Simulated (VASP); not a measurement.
The system is Mo.

```xyz
2
Lattice="2.7318 0.0000 0.0000 -1.3659 2.3658 0.0000 0.0000 0.0000 4.8407" Properties=species:S:1:pos:R:3 pbc="T T T"
Mo    0.0000    1.5772    1.2102
Mo    1.3659    0.7886    3.6306
```

This isn't the form of Mo at room conditions, which is bcc.

Base run:

* Program: VASP 6.6.1
* Functional: PBEsol
* Potentials or basis: VASP PAW PBE potentials, release 64 (Mo_sv)
* Cutoff: 700 eV
* k mesh: 18 × 18 × 10
* Occupations: gaussian, width 0.1 eV
* Spin: no spin polarisation

Its results: band gap on the k mesh none (metal or under the smearing width); pressure 0.1 GPa.

Q: The run is repeated on the same cell with these changes: cutoff from 700 eV to 520 eV; occupations from gaussian, width 0.1 eV to gaussian, width 0.5 eV. What comes out?

A: Band gap on the k mesh none (metal or under the smearing width); pressure 0.8 GPa.

Caveats: the PAW data sets were made with another functional, which shifts forces and pressure a little.

Not every run made on this cell is shown here.
